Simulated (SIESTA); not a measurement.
Al under changes of volume

One of the cells (17.003 Å³/atom); the others are scaled copies at fixed shape and fractional positions:

```
CELL_PARAMETERS angstrom
2.83108 0.00000 0.00000
-1.41554 2.45179 0.00000
0.00000 0.00000 4.89908
ATOMIC_POSITIONS crystal
Al 0.33333 0.66667 0.25000
Al 0.66667 0.33333 0.75000
```

This isn't the form of Al at room conditions, which is fcc.

```yaml
Program: SIESTA 5.4.2
Functional: PBEsol
Potentials_or_basis: PseudoDojo 0.4 standard (PBEsol files)
Basis: DZP (energy shift 0.003 Ry)
Grid_cutoff: 500 Ry
Energy_shift: 0.003 Ry
k_mesh: 11 × 11 × 6
Occupations: fermi-dirac, width 0.05 eV
Spin: no spin polarisation
```

```csv
volume (Å³/atom),energy over the lowest point (meV/atom),pressure (GPa)
15.669,?,?
16.003,2.28,2.1
16.336,0.00,0.2
17.003,5.95,-2.9
17.336,13.36,-4.2
17.670,23.30,-5.3
```

What does the run at 15.669 Å³/atom give?

Energy over the lowest point 8.70 meV/atom; pressure 4.2 GPa.

Worked out: A Birch-Murnaghan fit of order 3 (a polynomial in V^(-2/3)) to the other rows has its minimum at 16.37 Å³/atom with B0 = V·E''(V) = 85 GPa and B' = 5.2 at fixed shape and positions, which overstates the stiffness. It gives 8.71 meV/atom at 15.669 Å³/atom, against the run's 8.70, and -dE/dV = 4.2 GPa, against 4.2.

Energies are extrapolated to zero smearing.

Caveats: the basis of atomic orbitals isn't converged, which shifts pressures, moduli and gaps.
